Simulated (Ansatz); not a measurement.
LiI (rock salt)

```yaml
crystal:
  lattice:
    - [0.00000, 6.01904, 6.01904]
    - [3.00952, 3.00952, 6.01904]
    - [3.00952, 3.00952, 0.00000]
  atoms:
    - { symbol: I, position: [0.00000, 0.00000, 0.00000] }
    - { symbol: I, position: [0.50000, 0.00000, 0.00000] }
    - { symbol: Li, position: [0.00000, 0.50000, 0.50000] }
    - { symbol: Li, position: [0.50000, 0.50000, 0.50000] }
```

The atoms are displaced by Q × the pattern below (from a DFPT mode at X = (0.5, 0.5, 0.0), largest move 1; Q in Å), at fixed cell. It is one choice among 2 degenerate patterns. (q is in reciprocal vectors of the primitive cell; the cell shown is doubled to hold the pattern.)

```tsv
atom	x	y	z
I1	0.000	0.058	0.000
I2	0.000	-0.058	0.000
Li3	0.000	1.000	0.000
Li4	0.000	-1.000	0.000
```

Computed with PBE (plane waves to 420 eV, PAW, scalar-relativistic; Ansatz, an electronic-structure program). k mesh 10×10×10 (Γ-centred), Fermi-Dirac smearing 0.05 eV. The energy includes the smearing's −TS. LiI was relaxed with its symmetry unable to fall. Spin-orbit coupling is left out, though I is heavy. ΔE is measured from the undisplaced structure.

| Q (Å) | ΔE (meV/cell) |
|---|---|
| -0.180 | 15.7 |
| -0.150 | 10.4 |
| -0.120 | withheld |
| -0.090 | 3.5 |
| -0.060 | 1.5 |
| -0.030 | 0.4 |
| 0.000 | 0.0 |
| 0.030 | 0.4 |
| 0.060 | 1.5 |
| 0.090 | 3.5 |
| 0.120 | withheld |
| 0.150 | 10.4 |
| 0.180 | 15.7 |

Q: Fit an even polynomial form (powers 2, 4) to the given rows and predict ΔE at Q = 0.120.

A: Least squares on the 11 given rows: ΔE = (412.7)·Q² + (2216)·Q⁴, in meV/cell with Q in Å; root-mean-square residual 0.01 meV/cell. At 0.120 the fit gives 6.4 meV/cell; the calculation gives 6.4 meV/cell, the same to the digits shown. The quadratic term alone would give 5.9 meV/cell.

(For displaced atoms, the force is minus the slope of the energy, and its curvature is a force constant, which sets phonon frequencies.)
